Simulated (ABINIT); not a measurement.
# PbSe (Clausthalite) (Fm-3m) in ABINIT: notebook, part 2 of 2

ABINIT 10.8.3 (patched build). Earlier steps stand in the parts before.

## 6. Equation of state, RPBE

run.abi reads:

```
ndtset 7
getwfk -1
scalecart1 3*0.9795861087
scalecart2 3*0.9864848297
scalecart3 3*0.9932883884
scalecart4 3*1.0000000000
scalecart5 3*1.0066227096
scalecart6 3*1.0131594038
scalecart7 3*1.0196128224

pp_dirpath "./"
pseudos "Pb.GGA_PBE-JTH_sp.xml, Se.GGA_PBE-JTH.xml"

acell 3*1.0
rprim
     0.0000000000     5.7837902633     5.7837902633
     5.7837902633     0.0000000000     5.7837902633
     5.7837902633     5.7837902633     0.0000000000
ntypat 2
znucl 82 34
natom 2
typat 1 2
xred
     0.0000000000     0.0000000000     0.0000000000
     0.5000000000     0.5000000000     0.5000000000

ecut 15.0
pawecutdg 30.0

kptopt 1
ngkpt 8 8 8
nshiftk 1
shiftk 0.0 0.0 0.0

ixc 15

nband 9
occopt 3
tsmear 0.05 eV

nstep 100
tolvrs 1.0e-9

iomode 3
prtwf 1
prtden 0
prteig 0
prtebands 0
enunit 1
```

Potentials or basis: JTH PAW PBE v2.0 sp.

Launch:

```console
$ abinit run.abi > log 2>&1
```

run.abo:

```text
.Version 10.8.3 of ABINIT
 DATASET    1 : space group Fm -3 m (#225); Bravais cF (face-center cubic)
================================================================================
 Values of the parameters that define the memory need for DATASET  1.
     intxc =       0    ionmov =       0      iscf =      17    lmnmax =      13
     lnmax =       5     mgfft =      30  mpssoang =       3    mqgrid =    3001
     natom =       2  nloc_mem =       2    nspden =       1   nspinor =       1
    nsppol =       1      nsym =      48    n1xccc =       1    ntypat =       2
    occopt =       3   xclevel =       2
       mpw =        1036          nfft =       27000          nkpt =          29
 PAW method is used; the additional fine FFT grid is defined by:
   mgfftf=        40    nfftf =     64000
================================================================================
================================================================================
[... 71 lines left out ...]
 DATASET    7 : space group Fm -3 m (#225); Bravais cF (face-center cubic)
================================================================================
 Values of the parameters that define the memory need for DATASET  7.
     intxc =       0    ionmov =       0      iscf =      17    lmnmax =      13
     lnmax =       5     mgfft =      30  mpssoang =       3    mqgrid =    3001
     natom =       2  nloc_mem =       2    nspden =       1   nspinor =       1
    nsppol =       1      nsym =      48    n1xccc =       1    ntypat =       2
    occopt =       3   xclevel =       2
       mpw =        1155          nfft =       27000          nkpt =          29
 PAW method is used; the additional fine FFT grid is defined by:
[... 1394 lines left out ...]
            acell      1.0000000000E+00  1.0000000000E+00  1.0000000000E+00 Bohr
           etotal1    -1.3237276504E+01
           etotal2    -1.3239300986E+01
           etotal3    -1.3240931069E+01
           etotal4    -1.3242216769E+01
           etotal5    -1.3243178726E+01
           etotal6    -1.3243843684E+01
           etotal7    -1.3244251244E+01
            fcart1    -0.0000000000E+00 -0.0000000000E+00 -0.0000000000E+00
                      -0.0000000000E+00 -0.0000000000E+00 -0.0000000000E+00
            fcart2    -0.0000000000E+00 -0.0000000000E+00 -0.0000000000E+00
                      -0.0000000000E+00 -0.0000000000E+00 -0.0000000000E+00
            fcart3    -0.0000000000E+00 -0.0000000000E+00 -0.0000000000E+00
                      -0.0000000000E+00 -0.0000000000E+00 -0.0000000000E+00
            fcart4    -0.0000000000E+00 -0.0000000000E+00 -0.0000000000E+00
                      -0.0000000000E+00 -0.0000000000E+00 -0.0000000000E+00
            fcart5    -0.0000000000E+00 -0.0000000000E+00 -0.0000000000E+00
                      -0.0000000000E+00 -0.0000000000E+00 -0.0000000000E+00
[... 38 lines left out ...]
                       0.0000000000E+00  0.0000000000E+00  0.0000000000E+00
           xangst1     0.0000000000E+00  0.0000000000E+00  0.0000000000E+00
                       2.9981702215E+00  2.9981702215E+00  2.9981702215E+00
           xangst2     0.0000000000E+00  0.0000000000E+00  0.0000000000E+00
                       3.0192847920E+00  3.0192847920E+00  3.0192847920E+00
           xangst3     0.0000000000E+00  0.0000000000E+00  0.0000000000E+00
                       3.0401081039E+00  3.0401081039E+00  3.0401081039E+00
           xangst4     0.0000000000E+00  0.0000000000E+00  0.0000000000E+00
                       3.0606499979E+00  3.0606499979E+00  3.0606499979E+00
           xangst5     0.0000000000E+00  0.0000000000E+00  0.0000000000E+00
                       3.0809197940E+00  3.0809197940E+00  3.0809197940E+00
           xangst6     0.0000000000E+00  0.0000000000E+00  0.0000000000E+00
                       3.1009263271E+00  3.1009263271E+00  3.1009263271E+00
           xangst7     0.0000000000E+00  0.0000000000E+00  0.0000000000E+00
                       3.1206779827E+00  3.1206779827E+00  3.1206779827E+00
             xred      0.0000000000E+00  0.0000000000E+00  0.0000000000E+00
                       5.0000000000E-01  5.0000000000E-01  5.0000000000E-01
 Calculation completed.
```

It took 62 s on 1 thread of Arm Neoverse V1, shared host; peak memory 0.15 GiB.

Results:

```
Equilibrium volume : 31.09 Å³/atom (rough: see the caveat)
Bulk modulus       : 44 GPa (rough)
```

Energy against volume, from the lowest point:
```
volume (Å³/atom)  energy (meV/atom)
          26.951              94.90
          27.524              67.35
          28.097              45.17
          28.671              27.68
          29.244              14.59
          29.818               5.55
          30.391               0.00
```

Caveat: pressures at fixed basis lie under the slope of the energies; the minimum lies outside the volumes run; the PAW data sets were made with another functional, which shifts forces and pressure a little; this set keeps more shells in the core, which shifts pressures and gaps.

## 7. Overview

| task | level | potentials or basis | cutoff (eV) | fine-grid cutoff | gap on the mesh (eV) | V0 of scaled cells (Å³/atom) | B0 (GPa) |
| --- | --- | --- | --- | --- | --- | --- | --- |
| band structure | AM05 | JTH PAW PBE v2.0 sp | 408 | 816.342 eV | 0.28 | - | - |
| equation of state | LDA-Teter | JTH PAW LDA v2.0 | 463 | 925.187 eV | - | 27.58 | 57 |
| equation of state | LDA-Teter | JTH PAW LDA v2.0 sp | 408 | 816.342 eV | - | 27.63 | 59 |
| band structure | LDA-PZ | JTH PAW LDA v2.0 | 463 | 925.187 eV | 0.18 | - | - |
| equation of state | RPBE | JTH PAW PBE v2.0 sp | 408 | 816.342 eV | - | - | - |

Alike in all rows: no spin polarisation; cell as given; k mesh 8 × 8 × 8; smearing fermi-dirac 0.05 eV.

Caveats: this set keeps more shells in the core, which shifts pressures and gaps (some runs); pressures at fixed basis lie under the slope of the energies (some runs); the PAW data sets were made with another functional, which shifts forces and pressure a little (some runs); spin-orbit coupling is left out, which as a rule narrows the gap of such compounds by several tenths of an eV (some runs); the minimum lies outside the volumes run (some runs).

Total energies depend on the potentials used, so only differences within one code and one set of settings carry meaning.

## 8. Against experiment

Step 2. Measured gap of PbSe: 0.28 eV (direct; 300 K; a printed reference work, monograph). This calculation gives 0.28 eV (0.00 eV). 2 values of this kind are on record (0.15 to 0.28 eV); this one was drawn at random. Spin-orbit coupling on Pb, Se is left out. The value is that of AM05, without temperature or zero-point motion. Semilocal functionals fall short of measured gaps as a rule.

Step 3. The cell as given is a measured one (28.67 Å³/atom); LDA-Teter puts the equilibrium volume -3.8 % from it, thermal expansion not counted.

Step 4. The cell as given is a measured one (28.67 Å³/atom); LDA-Teter puts the equilibrium volume -3.6 % from it, thermal expansion not counted.

Step 5. Measured gap of PbSe: 0.15 eV (direct; 4.2 K; a printed reference work, monograph). This calculation gives 0.18 eV (+0.03 eV). 2 values of this kind are on record (0.15 to 0.28 eV); this one was drawn at random. Spin-orbit coupling on Pb, Se is left out. The value is that of LDA-PZ on a finite k mesh, which can miss the band edges, without temperature or zero-point motion.
